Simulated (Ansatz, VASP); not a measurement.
# AlCu3 in VASP and in Ansatz

File INCAR:

```
SYSTEM = AlCu3
PREC     = Accurate       ! precision mode
ENCUT    = 520            ! plane-wave cutoff, eV
EDIFF    = 1E-7           ! SCF threshold, eV
ISMEAR   = -1             ! smearing method
SIGMA    = 0.05           ! smearing width, eV
LREAL    = .FALSE.        ! projectors in reciprocal space
LASPH    = .TRUE.         ! aspherical terms in the spheres
NELM     = 100            ! most SCF steps
ALGO     = Normal         ! electronic algorithm
ISIF     = 2              ! what is computed and relaxed
LWAVE    = .FALSE.        ! write WAVECAR
LCHARG   = .FALSE.        ! write CHGCAR
GGA      = PS             ! functional
NBANDS   = 26             ! bands
```

File KPOINTS:

```
regular mesh
0
G
  8 8 8
  0 0 0
```

POSCAR

```
AlCu3
1.0
    0.0000000000      2.8290554457      2.8290554457
    2.8290554457      0.0000000000      2.8290554457
    2.8290554457      2.8290554457      0.0000000000
Cu Al
3 1
Direct
    0.7500000000      0.7500000000      0.7500000000
    0.2500000000      0.2500000000      0.2500000000
    0.5000000000      0.5000000000      0.5000000000
    0.0000000000      0.0000000000      0.0000000000
```

Contents of input.yaml:

```yaml
crystal:
  lattice:
    - [0.0, 2.8290554457, 2.8290554457]
    - [2.8290554457, 0.0, 2.8290554457]
    - [2.8290554457, 2.8290554457, 0.0]
  atoms:
    - { symbol: Cu, position: [0.75, 0.75, 0.75] }
    - { symbol: Cu, position: [0.25, 0.25, 0.25] }
    - { symbol: Cu, position: [0.5, 0.5, 0.5] }
    - { symbol: Al, position: [0.0, 0.0, 0.0] }
hamiltonian:
  xc: pbesol
  pseudopotentials: { kind: paw }
kpoints:
  mp_grid: { grid: [8, 8, 8] }
scf:
  occupations: { method: fermi_dirac, width: 0.05 }
output:
  forces: true
  stress: true
  eigenvalues: true
  write_density: true
  write_potential: true
  elf: true
  volumetric_format: npy
```

Change from the starting cell: volume scaled by 0.94.

Alike in both runs: task single point; functional PBEsol; k mesh 8 × 8 × 8; occupations fermi-dirac, width 0.05 eV; no spin polarisation.

|  | VASP | Ansatz |
| --- | --- | --- |
| version | VASP 6.6.1 | Ansatz 0.2.0 |
| potentials or method | VASP PAW PBE potentials, release 64 (Cu, Al) | Ansatz PAW |
| plane-wave cutoff (eV) | 520 | 420 |
| valence electrons in the cell | 36 | 60 |

|  | VASP | Ansatz | Ansatz less VASP |
| --- | --- | --- | --- |
| gap on the k mesh at the Fermi level (eV) | none | none | - |
| pressure (GPa) | 10.5 | 9.9 | -0.65 |

A gap of «none» marks a metal or a gap that the smearing closes. The two sets of potentials don't hold the same shells in valence.

Caveats: the PAW data sets were made with another functional, which shifts forces and pressure a little (VASP); the PAW data sets come from PBE, with cores solved anew for the run's functional, which leaves a small shift of forces and pressure (Ansatz).
